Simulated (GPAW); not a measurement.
The system is Ge.

```
Ge
1.0
     5.93000    0.00000    0.00000
     0.00000    5.93000    0.00000
     0.00000    0.00000    6.98000
Ge
12
Cartesian
  2.2237 0.9885 5.2350
  1.9765 5.1887 3.4900
  3.7062 4.9415 1.7450
  3.9535 0.7412 0.0000
  5.1887 1.9765 3.4900
  4.9415 3.7062 5.2350
  0.7412 3.9535 0.0000
  0.9885 2.2237 1.7450
  3.4097 2.5202 1.7450
  0.4447 0.4447 0.0000
  2.5202 3.4097 5.2350
  5.4852 5.4852 3.4900
```

This isn't the form of Ge at room conditions, which is diamond.

| Property | Result |
| --- | --- |
| Program | GPAW 26.7.0 |
| Task | relaxation of cell and atoms |
| Functional | r2SCAN |
| Dispersion | D4 |
| Potentials or basis | GPAW PAW data sets (gpaw-data 1.2.1) |
| Cutoff | 600 eV |
| Basis | pw |
| k mesh | 3 × 3 × 3 |
| Occupations | fermi-dirac, width 0.05 eV |
| Spin | no spin polarisation |

At the start: pressure 0.4 GPa; volume 20.45 Å³/atom.

Q: Where does the relaxation end?

A: Over 8 steps the energy falls by 13.4 meV/atom and the volume is 20.56 Å³/atom (+0.5 %); space group P4_32_12 (No. 96, to 0.05 Å).

The path:
```tsv
step	energy change (eV)	largest force (eV/Å)	pressure (GPa)	volume (Å³)
1	0.0000	0.8722	0.36	245.45
2	-0.0529	0.6647	0.32	245.49
3	-0.1266	0.1963	0.33	245.64
4	-0.1313	0.1738	0.32	245.69
5	-0.1491	0.0831	0.23	246.02
6	-0.1505	0.0854	0.20	246.09
7	-0.1589	0.0749	-0.02	246.55
8	-0.1612	0.0394	-0.11	246.71
```

Final structure:
```
Ge
1.0
     5.92441    0.00000    0.00000
     0.00000    5.92441    0.00000
     0.00000    0.00000    7.02895
Ge
12
Direct
  0.37312 0.17136 0.75055
  0.32864 0.87312 0.50055
  0.62688 0.82864 0.25055
  0.67136 0.12688 0.00055
  0.87312 0.32864 0.49945
  0.82864 0.62688 0.74945
  0.12688 0.67136 0.99945
  0.17136 0.37312 0.24945
  0.58621 0.41379 0.25000
  0.08621 0.08621 0.00000
  0.41379 0.58621 0.75000
  0.91379 0.91379 0.50000
```

Caveat: the k mesh is coarse; later steps reuse the first step's grids; the PAW data sets were made with another functional, which shifts forces and pressure a little.
